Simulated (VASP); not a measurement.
# PbSe (Clausthalite) (Fm-3m) in VASP: further runs, part 2 of 2

VASP 6.6.1.

**4. Band structure, PBE**

POSCAR reads:

```
PbSe
1.0
    0.0000000000      3.0606500000      3.0606500000
    3.0606500000      0.0000000000      3.0606500000
    3.0606500000      3.0606500000      0.0000000000
Pb Se
1 1
Direct
    0.0000000000      0.0000000000      0.0000000000
    0.5000000000      0.5000000000      0.5000000000
```

INCAR.step1 reads:

```
ALGO     = Fast           # electronic algorithm
EDIFF    = 1E-7           # SCF threshold, eV
ENCUT    = 520            # plane-wave cutoff, eV
GGA      = PE             # functional
ISIF     = 2              # what is computed and relaxed
ISMEAR   = -1             # smearing method
LASPH    = T              # aspherical terms in the spheres
LCHARG   = T              # write CHGCAR
LREAL    = F              # projectors in reciprocal space
LWAVE    = F              # write WAVECAR
NELM     = 100            # most SCF steps
PREC     = Accurate       # precision mode
SIGMA    = 0.05           # smearing width, eV
```

KPOINTS.step1 reads:

```
k-points
0
Gamma
  8 8 8
```

INCAR.step2 reads:

```
ALGO     = Fast           # electronic algorithm
EDIFF    = 1E-7           # SCF threshold, eV
ENCUT    = 520            # plane-wave cutoff, eV
GGA      = PE             # functional
ICHARG   = 11             # starting density
ISIF     = 2              # what is computed and relaxed
ISMEAR   = 0              # smearing method
LASPH    = T              # aspherical terms in the spheres
LCHARG   = F              # write CHGCAR
LREAL    = F              # projectors in reciprocal space
LWAVE    = F              # write WAVECAR
NELM     = 100            # most SCF steps
PREC     = Accurate       # precision mode
SIGMA    = 0.05           # smearing width, eV
```

KPOINTS.step2 reads:

```
path GXWKGLUWLK,UX
20
line-mode
reciprocal
 0.0000000000  0.0000000000  0.0000000000  G
 0.5000000000  0.0000000000  0.5000000000  X

 0.5000000000  0.0000000000  0.5000000000  X
 0.5000000000  0.2500000000  0.7500000000  W

 0.5000000000  0.2500000000  0.7500000000  W
 0.3750000000  0.3750000000  0.7500000000  K

 0.3750000000  0.3750000000  0.7500000000  K
 0.0000000000  0.0000000000  0.0000000000  G

 0.0000000000  0.0000000000  0.0000000000  G
 0.5000000000  0.5000000000  0.5000000000  L

 0.5000000000  0.5000000000  0.5000000000  L
 0.6250000000  0.2500000000  0.6250000000  U

 0.6250000000  0.2500000000  0.6250000000  U
 0.5000000000  0.2500000000  0.7500000000  W

 0.5000000000  0.2500000000  0.7500000000  W
 0.5000000000  0.5000000000  0.5000000000  L

 0.5000000000  0.5000000000  0.5000000000  L
 0.3750000000  0.3750000000  0.7500000000  K

 0.6250000000  0.2500000000  0.6250000000  U
 0.5000000000  0.0000000000  0.5000000000  X
```

Potentials or basis: VASP PAW PBE potentials, release 54 (Pb_d, Se).

Started as:

```bash
cat potpaw_PBE.54/Pb_d/POTCAR potpaw_PBE.54/Se/POTCAR > POTCAR
cp INCAR.step1 INCAR
cp KPOINTS.step1 KPOINTS
mpirun -np 1 vasp_std > vasp.out
cp INCAR.step2 INCAR
cp KPOINTS.step2 KPOINTS
mpirun -np 1 vasp_std > vasp.out
```

It took 98 s on 1 thread of Intel Xeon Platinum 8375C at 2.90GHz (Ice Lake), shared host; peak memory 0.31 GiB.

The run converged. Its results:

```
Band gap on the k mesh  : 0.29 eV, direct
Band gap along the path : 0.29 eV, direct
```

Levels at the corners of the path, in eV from the valence-band top:
```tsv
point	band 6	band 7	band 8	band 9	band 10	band 11	band 12	band 13	band 14
Γ	-13.59	-6.30	-1.88	-1.88	-1.88	4.71	4.71	4.71	6.52
X	-12.16	-7.38	-4.98	-3.24	-3.24	3.69	5.61	5.61	6.05
X	-12.16	-7.38	-4.98	-3.24	-3.24	3.69	5.61	5.61	6.05
W	-12.13	-8.02	-4.23	-4.23	-0.80	1.89	4.95	4.95	7.73
W	-12.13	-8.02	-4.23	-4.23	-0.80	1.89	4.95	4.95	7.73
K	-12.17	-8.04	-4.58	-2.73	-2.40	3.39	4.01	5.44	5.83
K	-12.17	-8.04	-4.58	-2.73	-2.40	3.39	4.01	5.44	5.83
Γ	-13.59	-6.30	-1.88	-1.88	-1.88	4.71	4.71	4.71	6.52
Γ	-13.59	-6.30	-1.88	-1.88	-1.88	4.71	4.71	4.71	6.52
L	-12.53	-8.80	-1.47	-1.47	0.00	0.29	1.70	1.70	8.55
L	-12.53	-8.80	-1.47	-1.47	0.00	0.29	1.70	1.70	8.55
U	-12.17	-8.04	-4.58	-2.73	-2.40	3.39	4.01	5.44	5.83
U	-12.17	-8.04	-4.58	-2.73	-2.40	3.39	4.01	5.44	5.83
W	-12.13	-8.02	-4.23	-4.23	-0.80	1.89	4.95	4.95	7.73
W	-12.13	-8.02	-4.23	-4.23	-0.80	1.89	4.95	4.95	7.73
L	-12.53	-8.80	-1.47	-1.47	0.00	0.29	1.70	1.70	8.55
L	-12.53	-8.80	-1.47	-1.47	0.00	0.29	1.70	1.70	8.55
K	-12.17	-8.04	-4.58	-2.73	-2.40	3.39	4.01	5.44	5.83
U	-12.17	-8.04	-4.58	-2.73	-2.40	3.39	4.01	5.44	5.83
X	-12.16	-7.38	-4.98	-3.24	-3.24	3.69	5.61	5.61	6.05
```

Caveat: the log is that of the step along the path at fixed density, whose energy, stress, charges and moments have no meaning; spin-orbit coupling is left out, which as a rule narrows the gap of such compounds by several tenths of an eV.

**5. The reference run**

An earlier run on the cell as given: functional PBEsol; potentials or basis VASP PAW PBE potentials, release 64 (Pb_d, Se); cutoff 520 eV; k mesh 8 × 8 × 8; occupations fermi-dirac, width 0.05 eV; no spin polarisation.

- Pressure: -0.5 GPa
- Band gap on the k mesh: 0.20 eV, direct

**6. Summary**

```csv
task,level,potentials or basis,spin,k mesh,ladder,gap on the mesh (eV),pressure (GPa)
band structure,SCAN,"VASP PAW PBE potentials, release 64 (Pb_d, Se)","SOC, no magnetisation",6 × 6 × 6,-,-,0.5
band structure,rSCAN,"VASP PAW PBE potentials, release 64 (Pb_d, Se)",off,8 × 8 × 8,-,0.55,1.6
band structure,PBE,"VASP PAW PBE potentials, release 54 (Pb_d, Se)",off,8 × 8 × 8,-,0.29,-
single point,PBEsol,"VASP PAW PBE potentials, release 64 (Pb_d, Se)",off,8 × 8 × 8,free,0.20,-0.5
```

Alike in all rows: cell as given; cutoff (eV) 520; smearing fermi-dirac 0.05 eV.

Caveats: the PAW data sets were made with another functional, which shifts forces and pressure a little (some runs); spin-orbit coupling is left out, which as a rule narrows the gap of such compounds by several tenths of an eV (some runs).

Absolute energies hang on the potentials; compare differences alone.

**7. How close it comes**

Step 3. Against the measured gap of PbSe, 0.15 eV (direct; 4.2 K; a printed reference work, monograph), the calculated 0.55 eV is off by +0.40 eV. 2 values of this kind are on record (0.15 to 0.28 eV); this one was drawn at random. Spin-orbit coupling on Pb, Se is left out. The value is that of rSCAN, without temperature or zero-point motion.

Step 4. A measured gap of PbSe is 0.28 eV (direct; 300 K; a printed reference work, monograph); the calculated 0.29 eV misses it by +0.01 eV. 2 values of this kind are on record (0.15 to 0.28 eV); this one was drawn at random. Spin-orbit coupling on Pb, Se is left out. The value is that of PBE, without temperature or zero-point motion.
